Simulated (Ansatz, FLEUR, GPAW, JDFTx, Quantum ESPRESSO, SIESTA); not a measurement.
# PbS: programs and potentials compared

```
CELL_PARAMETERS angstrom
0.00000 2.96575 2.96575
2.96575 0.00000 2.96575
2.96575 2.96575 0.00000
ATOMIC_POSITIONS crystal
Pb 0.00000 0.00000 0.00000
S 0.50000 0.50000 0.50000
```

Alike in all runs: task band structure; functional PBEsol; k mesh 8 × 8 × 8; occupations fermi-dirac, width 0.05 eV; no spin polarisation; no spin-orbit coupling. Pressure is positive in compression and, in plane waves, holds the error of the finite cutoff, which Ansatz's Pulay term estimates and takes out. Gaps are the smaller of the mesh's and the band path's.

| program and potentials | plane-wave cutoff (eV) | notes | band gap (eV) | pressure (GPa) |
| --- | --- | --- | --- | --- |
| Ansatz, Ansatz PAW | 420 | potentials made for PBE, which Ansatz adapts in part | 0.25 | -0.86 |
| Quantum ESPRESSO, PseudoDojo 0.4.1 SR PBEsol standard | 762 | - | 0.26 | -0.82 |
| Ansatz, all-electron LAPW, scalar-relativistic | - | - | 0.25 | -0.85 |
| FLEUR, all-electron, FLAPW | - | - | 0.25 | - |
| GPAW, PAW data sets generated for this functional | 600 | - | 0.20 | -1.11 |
| JDFTx, PseudoDojo-SR-PBEsol-0.4.1-standard with smoothed tails | 762 | - | 0.26 | - |
| JDFTx, PseudoDojo-SR-PBEsol-0.4.1-standard | 762 | - | 0.26 | - |
| SIESTA, files PseudoDojo sr-pbesol-0.4.1-standard, DZP (energy shift 0.003 Ry; two zetas on semicore shells) | - | atomic basis | 0.32 | -0.03 |

The band gap spans 0.20 (GPAW, PAW data sets generated for this functional) to 0.32 eV (SIESTA, files PseudoDojo sr-pbesol-0.4.1-standard, DZP (energy shift 0.003 Ry; two zetas on semicore shells)), with all-electron results at 0.25. The pressure spans -1.11 (GPAW, PAW data sets generated for this functional) to -0.03 GPa (SIESTA, files PseudoDojo sr-pbesol-0.4.1-standard, DZP (energy shift 0.003 Ry; two zetas on semicore shells)), with all-electron results at -0.85. Spin-orbit coupling, left out here, moves the band edges of heavy atoms. The paths' points differ, which is worth about 0.01 eV. Rows in atomic bases carry the error of their basis and grid, which can be large.

The functional is the same throughout but for its coding, so the spread measures potentials, basis and numerics; runs on potential files found faulty are left out.

The two all-electron codes agree on the gap, and the plane-wave runs with PseudoDojo files lie within 0.01 eV of them, so the potentials hardly disturb the band edges. SIESTA uses the same family of files yet gives 0.32 eV and almost no pressure, which points to its atomic basis or grid rather than to the pseudopotential; its near-zero pressure is therefore no sign that the cell is at the PBEsol equilibrium. GPAW departs the other way, probably through its data sets.

The gap is small because antibonding mixing with Pb 6s raises the S 3p valence edge at L towards the Pb 6p conduction edge. Contraction strengthens this mixing and narrows the gap, so relaxing the cell, which the negative pressures favour, would probably lower it. Spin-orbit coupling would narrow it further by pulling down the Pb 6p states. Any closeness of these gaps to experiment thus probably owes much to cancellation against the usual semilocal underestimate.
